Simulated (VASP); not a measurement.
# ZnS (P6_3mc) in VASP: notebook

Runs on ZnS. Level: PBEsol. Tasks: single point.

Program: VASP 6.6.1. These are calculated values, not measurements. Logs are shortened: lines on timing, memory, paths and dates and some standing lists are left out, and cuts for length are marked.

**Experimental background.**

A printed reference work, monograph reports, for a bulk crystal of ZnS at 4 K: band gap 3.911 eV (direct).

The runs below are set against these values where they give the same quantity.

## (1) The cell of the first run

It takes space group P6_3mc (No. 186, hexagonal). Conventional cell: a = 3.938 Å, b = 3.938 Å, c = 5.726 Å, α = 90.00°, β = 90.00°, γ = 120.00°. Zn (site symmetry 3m) has 4 S at 2.14 to 2.38 Å within 2.8 Å. Within 2.8 Å of S (site symmetry 3m) lie 4 Zn at 2.14 to 2.38 Å.

## (2) Single point, PBEsol (19.22 Å³/atom)

File INCAR:

```
  PREC = Accurate
  ENCUT = 520
  EDIFF = 1E-7
  ISMEAR = 0
  SIGMA = 0.05
  LREAL = False
  LASPH = True
  NELM = 60
  ALGO = Normal
  ISIF = 2
  LWAVE = False
  LCHARG = True
  GGA = PS
  LELF = True
  LVHAR = True
  NBANDS = 26
```

File KPOINTS:

```
regular mesh
0
Gamma
  9 9 6
```

File POSCAR:

```
ZnS
1.0
    3.9375057991      0.0000000000      0.0000000000
   -1.9687528995      3.4099800495      0.0000000000
    0.0000000000      0.0000000000      5.7263146836
Zn S
2 2
Direct
    0.3333333333      0.6666666667      0.0054424479
    0.6666666667      0.3333333333      0.5054424479
    0.3333333333      0.6666666667      0.3795575521
    0.6666666667      0.3333333333      0.8795575521
```

Potentials or basis: VASP PAW PBE potentials, release 64 (Zn, S).

Launch:

```bash
cat potpaw_PBE.64/Zn/POTCAR potpaw_PBE.64/S/POTCAR > POTCAR
mpirun -np 1 vasp_std > vasp.out
```

OUTCAR:

```text
PREC = Accurate
   ENCUT = 520
   EDIFF = 1E-7
   ISMEAR = 0
   LREAL = False
   LASPH = True
   NELM = 60
   ISIF = 2
   GGA = PS

 ion  position               nearest neighbor table
   1  0.333  0.667  0.005-   3 2.14   4 2.38   4 2.38   4 2.38
   2  0.667  0.333  0.505-   4 2.14   3 2.38   3 2.38   3 2.38
   3  0.333  0.667  0.380-   1 2.14   2 2.38   2 2.38   2 2.38
   4  0.667  0.333  0.880-   2 2.14   1 2.38   1 2.38   1 2.38

  LATTYP: Found a hexagonal cell.
 ALAT       =     3.9375057991
 C/A-ratio  =     1.4543000000

  Lattice vectors:

 A1 = (   3.9375057991,   0.0000000000,   0.0000000000)
 A2 = (  -1.9687528995,   3.4099800495,   0.0000000000)
 A3 = (   0.0000000000,   0.0000000000,   5.7263146836)

Analysis of symmetry for initial positions (statically):
=====================================================================
 Subroutine PRICEL returns:
 Original cell was already a primitive cell.

 Routine SETGRP: Setting up the symmetry group for a
 hexagonal supercell.

 Subroutine GETGRP returns: Found 12 space group operations
 (whereof  6 operations were pure point group operations)
 out of a pool of 24 trial point group operations.

The static configuration has the point symmetry C_3v.
 The point group associated with its full space group is C_6v.

Analysis of symmetry for dynamics (positions and initial velocities):
=====================================================================
 Subroutine PRICEL returns:
 Original cell was already a primitive cell.

 Routine SETGRP: Setting up the symmetry group for a
 hexagonal supercell.

 Subroutine GETGRP returns: Found 12 space group operations
 (whereof  6 operations were pure point group operations)
 out of a pool of 24 trial point group operations.

The dynamic configuration has the point symmetry C_3v.
 The point group associated with its full space group is C_6v.

 Subroutine INISYM returns: Found 12 space group operations
 (whereof  6 operations are pure point group operations),
 and found     1 'primitive' translations

----------------------------------------------------------------------------------------

                                     Primitive cell

  volume of cell :      76.8862

  direct lattice vectors                    reciprocal lattice vectors
     3.937505799  0.000000000  0.000000000     0.253967880  0.146628424  0.000000000
    -1.968752900  3.409980050  0.000000000     0.000000000  0.293256848  0.000000000
     0.000000000  0.000000000  5.726314684     0.000000000  0.000000000  0.174632387

  length of vectors
     3.937505799  3.937505799  5.726314684     0.293256848  0.293256848  0.174632387

  position of ions in fractional coordinates (direct lattice)
     0.333333333  0.666666667  0.005442448
     0.666666667  0.333333333  0.505442448
     0.333333333  0.666666667  0.379557552
     0.666666667  0.333333333  0.879557552

  ion indices of the primitive-cell ions
   primitive index   ion index
                 1           1
                 2           2
                 3           3
                 4           4

----------------------------------------------------------------------------------------

 KPOINTS: regular mesh

Automatic generation of k-mesh.
 Grid dimensions read from file:
 generate k-points for:    9    9    6

 Generating k-lattice:

  Cartesian coordinates                     Fractional coordinates (reciprocal lattice)
     0.028218653  0.016292047  0.000000000     0.111111111  0.000000000  0.000000000
     0.000000000  0.032584094  0.000000000     0.000000000  0.111111111  0.000000000
     0.000000000  0.000000000  0.029105398     0.000000000  0.000000000  0.166666667

  Length of vectors
     0.032584094  0.032584094  0.029105398

  Shift w.r.t. Gamma in fractional coordinates (k-lattice)
     0.000000000  0.000000000  0.000000000

 Subroutine IBZKPT returns following result:
 ===========================================

 Found     48 irreducible k-points:

 Following reciprocal coordinates:
            Coordinates               Weight
  0.000000  0.000000  0.000000      1.000000
  0.111111 -0.000000  0.000000      6.000000
  0.222222 -0.000000  0.000000      6.000000
  0.333333 -0.000000  0.000000      6.000000
  0.444444 -0.000000  0.000000      6.000000
  0.111111  0.111111  0.000000      6.000000
[... 16 lines left out ...]
  0.333333  0.222222  0.166667     24.000000
  0.333333  0.333333  0.166667      4.000000
 [... further k-points ...]
   k-points           NKPTS =     48   k-points in BZ     NKDIM =     48   number of bands    NBANDS=     26
   number of dos      NEDOS =    301   number of ions     NIONS =      4
   total plane-waves  NPLWV =  43200
   dimension x,y,z NGX =    30 NGY =   30 NGZ =   48
   dimension x,y,z NGXF=    60 NGYF=   60 NGZF=   96
   ions per type =               2   2
   NGX,Y,Z   is equivalent  to a cutoff of  12.67, 12.67, 13.94 a.u.
   NGXF,Y,Z  is equivalent  to a cutoff of  25.33, 25.33, 27.87 a.u.
[... 58 lines left out ...]

 E-fermi :   2.5603     XC(G=0):  -9.9467

 val. band max:        2.3262639025   @ k =   0.0000   0.0000   0.0000
 cond. band min:       4.4373033368   @ k =   0.0000   0.0000   0.0000
 fundamental gap:      2.1110394343
 Fermi energy:         2.5602901706

 k-point     1 :       0.0000    0.0000    0.0000
  band No.  band energies     occupation
      1     -11.1386      2.00000
      2      -9.8497      2.00000
      3      -4.3226      2.00000
      4      -4.1904      2.00000
      5      -4.1904      2.00000
      6      -4.0547      2.00000
[... 18 lines left out ...]
     25      10.3912      0.00000
     26      11.6770      0.00000

 k-point     2 :       0.1111   -0.0000    0.0000
  band No.  band energies     occupation
      1     -11.0615      2.00000
      2      -9.8263      2.00000
      3      -4.3129      2.00000
      4      -4.1909      2.00000
      5      -4.1801      2.00000
      6      -4.0535      2.00000
[... 18 lines left out ...]
     25      10.5530      0.00000
     26      10.9865      0.00000

 k-point     3 :       0.2222   -0.0000    0.0000
  band No.  band energies     occupation
      1     -10.8479      2.00000
      2      -9.7767      2.00000
      3      -4.2922      2.00000
      4      -4.1815      2.00000
      5      -4.1592      2.00000
      6      -4.0443      2.00000
[... 18 lines left out ...]
     25      11.0918      0.00000
     26      11.0930      0.00000

 k-point     4 :       0.3333   -0.0000    0.0000
  band No.  band energies     occupation
      1     -10.5541      2.00000
      2      -9.7542      2.00000
      3      -4.2766      2.00000
      4      -4.1451      2.00000
      5      -4.1405      2.00000
      6      -4.0037      2.00000
[... 18 lines left out ...]
     25      11.6541      0.00000
     26      12.2421      0.00000

 k-point     5 :       0.4444   -0.0000    0.0000
  band No.  band energies     occupation
      1     -10.2969      2.00000
      2      -9.7941      2.00000
      3      -4.2690      2.00000
      4      -4.1409      2.00000
      5      -4.0693      2.00000
      6      -3.9910      2.00000
[... 18 lines left out ...]
     25      11.9534      0.00000
     26      13.2172      0.00000

 k-point     6 :       0.1111    0.1111    0.0000
  band No.  band energies     occupation
      1     -10.9159      2.00000
      2      -9.7898      2.00000
      3      -4.2957      2.00000
      4      -4.1811      2.00000
      5      -4.1718      2.00000
      6      -4.0503      2.00000
[... 427 lines left out ...]
 k-point    21 :       0.4444    0.1111    0.1667
  band No.  band energies     occupation
      1     -10.1793      2.00000
      2      -9.8374      2.00000
      3      -4.2707      2.00000
      4      -4.1435      2.00000
      5      -4.0911      2.00000
      6      -4.0128      2.00000
[... 18 lines left out ...]
     25      11.6306      0.00000
     26      13.1484      0.00000

 k-point    22 :       0.2222    0.2222    0.1667
  band No.  band energies     occupation
      1     -10.3542      2.00000
      2      -9.8022      2.00000
      3      -4.2441      2.00000
      4      -4.1894      2.00000
      5      -4.0731      2.00000
      6      -4.0691      2.00000
[... 18 lines left out ...]
     25      11.2553      0.00000
     26      12.0963      0.00000

 k-point    23 :       0.3333    0.2222    0.1667
  band No.  band energies     occupation
      1     -10.1289      2.00000
      2      -9.8505      2.00000
      3      -4.2218      2.00000
      4      -4.1756      2.00000
      5      -4.0968      2.00000
      6      -3.9766      2.00000
[... 18 lines left out ...]
     25      11.4073      0.00000
     26      12.4612      0.00000

 k-point    24 :       0.3333    0.3333    0.1667
  band No.  band energies     occupation
      1      -9.9590      2.00000
      2      -9.9590      2.00000
      3      -4.2021      2.00000
      4      -4.1441      2.00000
      5      -4.1441      2.00000
      6      -3.9001      2.00000
[... 18 lines left out ...]
     25      12.1853      0.00000
     26      12.1977      0.00000

 [... further k-points ...]
[... 5 lines left out ...]
  --------------------------------------------------------------------------------------
  -------------------------------------------------------------------------------------
  Total       -2.2440625     -2.2440625      8.1977327     -0.0000000      0.0000000      0.0000000
  in kB      -46.7624525    -46.7624525    170.8268296     -0.0000000      0.0000000      0.0000000
  external PRESSURE =      25.7673082 kB  Pullay stress =       0.0000000 kB

 VOLUME and BASIS-vectors are now :
 -----------------------------------------------------------------------------
  energy-cutoff  :      520.00
  volume of cell :       76.89
      direct lattice vectors                 reciprocal lattice vectors
     3.937505799  0.000000000  0.000000000     0.253967880  0.146628424  0.000000000
    -1.968752900  3.409980050  0.000000000     0.000000000  0.293256848  0.000000000
     0.000000000  0.000000000  5.726314684     0.000000000  0.000000000  0.174632387

 POSITION                                       TOTAL-FORCE (eV/Angst)
 -----------------------------------------------------------------------------------
     -0.00000      2.27332      0.03117        -0.000000     -0.000000     -1.375261
      1.96875      1.13666      2.89432        -0.000000      0.000000     -1.375261
     -0.00000      2.27332      2.17347         0.000000     -0.000000      1.375261
      1.96875      1.13666      5.03662        -0.000000      0.000000      1.375261
 -----------------------------------------------------------------------------------
    total drift:                               -0.000000     -0.000000     -0.000012

  FREE ENERGIE OF THE ION-ELECTRON SYSTEM (eV)
  ---------------------------------------------------
  free  energy   TOTEN  =       -14.7684754636 eV

  energy  without entropy=      -14.7684754636  energy(sigma->0) =      -14.76847546
```

It took 2.4 min on 1 thread of Intel Xeon 8259CL, shared host; peak memory 0.24 GiB.

Results:

| Item | Value |
| --- | --- |
| Free energy | -14.7685 eV |
| Pressure | 2.6 GPa |
| Largest force | 1.375 eV/Å |
| Band gap on the k mesh | 2.11 eV |

Forces on the atoms (eV/Å):
```
Zn   0.000  0.000 -1.375
Zn   0.000  0.000 -1.375
S    0.000  0.000  1.375
S    0.000  0.000  1.375
```

Caveat: the PAW data sets were made with another functional, which shifts forces and pressure a little; an odd mesh through Γ misses points on the zone boundary, where band edges can lie.

## (3) Single point, PBEsol

This run uses another cell than the first one, of the same volume but with other edges.

File INCAR:

```
SYSTEM = ZnS
PREC = Accurate
ENCUT = 520
EDIFF = 1E-7
ISMEAR = 0
SIGMA = 0.05
LREAL = .False.
LASPH = .True.
NELM = 80
ALGO = Normal
ISIF = 2
LWAVE = .False.
LCHARG = .False.
GGA = PS
NBANDS = 26
```

File KPOINTS:

```
regular mesh
0
Gamma
  9 9 6
  0 0 0
```

File POSCAR:

```
ZnS
1.0
    3.7814465092      0.0000000000      0.0000000000
   -1.8907232546      3.2748287400      0.0000000000
    0.0000000000      0.0000000000      6.2087146531
Zn S
2 2
Direct
    0.3333333333      0.6666666667      0.0054424479
    0.6666666667      0.3333333333      0.5054424479
    0.3333333333      0.6666666667      0.3795575521
    0.6666666667      0.3333333333      0.8795575521
```

Potentials or basis: VASP PAW PBE potentials, release 64 (Zn, S).

Launch:

```bash
cat potpaw_PBE.64/Zn/POTCAR potpaw_PBE.64/S/POTCAR > POTCAR
mpirun -np 1 vasp_std > vasp.out
```

Run time: 1.9 min. Hardware: 1 thread of Intel Xeon 8259CL, shared host; peak memory 0.23 GiB.

The run converged. Its results:

| Property | Result |
| --- | --- |
| Free energy | -15.1673 eV |
| Pressure | 0.2 GPa |
| Band gap on the k mesh | 2.16 eV |

Levels at points of the mesh, in eV from the valence-band top:
| k point | band 14 | band 15 | band 16 | band 17 | band 18 | band 19 | band 20 | band 21 | band 22 | band 23 |
| --- | --- | --- | --- | --- | --- | --- | --- | --- | --- | --- |
| (0.00, 0.00, 0.00) | -0.94 | -0.94 | -0.09 | 0.00 | 0.00 | 2.16 | 3.03 | 6.21 | 6.21 | 6.46 |
| (0.00, 0.00, 0.50) | -2.97 | -0.49 | -0.49 | -0.49 | -0.49 | 3.51 | 3.51 | 6.67 | 6.67 | 6.67 |

Caveat: the PAW data sets were made with another functional, which shifts forces and pressure a little.

## (4) Single point, PBEsol (19.99 Å³/atom)

This run uses another cell than the first one, of 19.99 Å³/atom.

File INCAR:

```
PREC = Accurate ; ENCUT = 520
EDIFF = 1E-6 ; ISMEAR = 0
SIGMA = 0.05 ; LREAL = False
LASPH = True ; NELM = 80
ALGO = Normal ; ISIF = 2
LWAVE = False ; LCHARG = False
GGA = PS ; NBANDS = 26
```

File KPOINTS:

```
Automatic mesh
0
Gamma
  9 9 6
```

File POSCAR:

```
ZnS
1.0
    3.6056871270      0.0000000000      0.0000000000
   -1.8028435635      3.1226166501      0.0000000000
    0.0000000000      0.0000000000      7.1017613654
Zn S
2 2
Direct
    0.3333333333      0.6666666667      0.0054424479
    0.6666666667      0.3333333333      0.5054424479
    0.3333333333      0.6666666667      0.3795575521
    0.6666666667      0.3333333333      0.8795575521
```

Launch:

```bash
cat potpaw_PBE.64/Zn/POTCAR potpaw_PBE.64/S/POTCAR > POTCAR
mpirun -np 1 vasp_std > vasp.out
```

It took 2 min on 1 thread of Intel Xeon 8259CL, shared host; peak memory 0.24 GiB.

Results (log left out):

* Free energy: -14.5273 eV
* Pressure: 0.7 GPa
* Largest force: 0.355 eV/Å
* Band gap on the k mesh: 1.10 eV

Forces in eV/Å, atoms in the order of the input:
```
Zn   0.000  0.000  0.355
Zn   0.000  0.000  0.355
S    0.000  0.000 -0.355
S    0.000  0.000 -0.355
```

Stress tensor (GPa, compression positive):
```
  6.92   0.00   0.00
  0.00   6.92   0.00
  0.00   0.00 -11.79
```

Levels at points of the mesh, in eV from the valence-band top:
| k point | band 15 | band 16 | band 17 | band 18 | band 19 | band 20 | band 21 | band 22 |
| --- | --- | --- | --- | --- | --- | --- | --- | --- |
| (0.00, 0.00, 0.00) | -0.45 | -0.45 | 0.00 | 0.00 | 1.10 | 3.97 | 5.36 | 6.84 |
| (0.00, 0.00, 0.50) | -0.23 | -0.23 | -0.23 | -0.23 | 3.64 | 3.64 | 5.49 | 5.49 |

Caveat: the PAW data sets were made with another functional, which shifts forces and pressure a little; an odd mesh through Γ misses points on the zone boundary, where band edges can lie.

## (5) Single point, PBEsol (19.99 Å³/atom)

This run uses another cell than the first one, of 19.99 Å³/atom.

File INCAR:

```
PREC     = Accurate       # precision mode
ENCUT    = 520            # plane-wave cutoff, eV
EDIFF    = 1E-6           # SCF threshold, eV
ISMEAR   = 0              # smearing method
SIGMA    = 0.05           # smearing width, eV
LREAL    = False          # projectors in reciprocal space
LASPH    = True           # aspherical terms in the spheres
NELM     = 80             # most SCF steps
ALGO     = Normal         # electronic algorithm
ISIF     = 2              # what is computed and relaxed
LWAVE    = False          # write WAVECAR
LCHARG   = False          # write CHGCAR
GGA      = PS             # functional
NBANDS   = 26             # bands
```

KPOINTS is that of step 4.

File POSCAR:

```
ZnS
1.0
    4.0707830935      0.0000000000      0.0000000000
   -2.0353915467      3.5254015723      0.0000000000
    0.0000000000      0.0000000000      5.5716808200
Zn S
2 2
Direct
    0.3333333333      0.6666666667      0.0054424479
    0.6666666667      0.3333333333      0.5054424479
    0.3333333333      0.6666666667      0.3795575521
    0.6666666667      0.3333333333      0.8795575521
```

Launch:

```bash
cat potpaw_PBE.64/Zn/POTCAR potpaw_PBE.64/S/POTCAR > POTCAR
mpirun -np 1 vasp_std > vasp.out
```

It took 2 min on 1 thread of Intel Xeon 8259CL, shared host; peak memory 0.23 GiB.

The run converged. Its results:

| Item | Value |
| --- | --- |
| Free energy | -14.2913 eV |
| Pressure | 2.2 GPa |
| Largest force | 2.197 eV/Å |
| Band gap on the k mesh | 1.78 eV |

Forces in eV/Å, atoms in the order of the input:
```
Zn   0.000  0.000 -2.197
Zn   0.000  0.000 -2.197
S    0.000  0.000  2.197
S    0.000  0.000  2.197
```

Stress tensor (GPa, compression positive):
```
-8.01  0.00  0.00
 0.00 -8.01  0.00
 0.00  0.00 22.69
```

Levels at points of the mesh, in eV from the valence-band top:
```tsv
k point	band 15	band 16	band 17	band 18	band 19	band 20	band 21	band 22
(0.00, 0.00, 0.00)	-1.58	-0.10	-0.10	0.00	1.78	1.94	5.55	5.55
(0.00, 0.00, 0.50)	-0.87	-0.87	-0.87	-0.87	3.01	3.01	5.99	5.99
```

Caveat: the PAW data sets were made with another functional, which shifts forces and pressure a little; an odd mesh through Γ misses points on the zone boundary, where band edges can lie.

## (6) The runs side by side

```tsv
cell	gap on the mesh (eV)	pressure (GPa)	largest force (eV/Å)
a = 3.938, b = 3.938, c = 5.726 Å, angles 90.0, 90.0, 120.0°, 4 atoms	2.11	2.6	1.38
a = 3.781, b = 3.781, c = 6.209 Å, angles 90.0, 90.0, 120.0°, 4 atoms	2.16	0.2	-
a = 3.606, b = 3.606, c = 7.102 Å, angles 90.0, 90.0, 120.0°, 4 atoms	1.10	0.7	0.35
a = 4.071, b = 4.071, c = 5.572 Å, angles 90.0, 90.0, 120.0°, 4 atoms	1.78	2.2	2.20
```

Alike in all rows: task single point; level PBEsol; potentials or basis VASP PAW PBE potentials, release 64 (Zn, S); no spin polarisation; k mesh 9 × 9 × 6; cutoff (eV) 520; smearing gaussian 0.05 eV.

Caveats: the PAW data sets were made with another functional, which shifts forces and pressure a little; an odd mesh through Γ misses points on the zone boundary, where band edges can lie (at least some runs).

Total energies depend on the potentials used, so only differences within one code and one set of settings carry meaning.

## (7) How close it comes

Step 3. Against the measured gap of ZnS, 3.911 eV (direct; 4 K; a printed reference work, monograph), the calculated 2.16 eV is off by -1.75 eV. The value is that of PBEsol, without temperature or zero-point motion. Semilocal functionals fall short of measured gaps as a rule.

Step 4. Against the measured gap of ZnS, 3.911 eV (direct; 4 K; a printed reference work, monograph), the calculated 1.10 eV is off by -2.81 eV. So large a miss can be the level of theory's own, or it may mean another phase, state or a wrong row. The value is that of PBEsol on a finite k mesh, which can miss the band edges, without temperature or zero-point motion. Semilocal functionals fall short of measured gaps as a rule.
